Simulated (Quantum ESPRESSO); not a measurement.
TiSe:

```
CELL_PARAMETERS angstrom
3.40340 0.00000 0.00000
0.00000 3.40340 0.00000
0.00000 0.00000 3.40340
ATOMIC_POSITIONS crystal
Ti 0.00000 0.00000 0.00000
Se 0.50000 0.50000 0.50000
```

The cell comes from a database or a generator and needn't be the stable form of this composition.

Base run:

* Program: Quantum ESPRESSO 7.5
* Functional: PBEsol
* Potentials or basis: GBRV 1.5 PBEsol
* Cutoff: 612 eV
* Density cutoff: 4898 eV
* k mesh: 6 × 6 × 6
* Occupations: gaussian, width 0.05 eV
* Spin: collinear spin, ferromagnetic start
* Starting moments: [2.0, 0.0] μB
* Hubbard terms: Ti d U = 2 eV

Its results: band gap on the k mesh none (metal or under the smearing width); pressure -4.9 GPa; net moment 1.94 μB per cell; site moments Ti +1.65; Se -0.05 μB.

The run is repeated on the same cell with these changes: hubbard terms from Ti d U = 2 eV to Ti d U = 4 eV. What comes out?

Band gap on the k mesh none (metal or under the smearing width); pressure 0.8 GPa; net moment 1.97 μB per cell; site moments Ti +1.90; Se -0.26 μB.
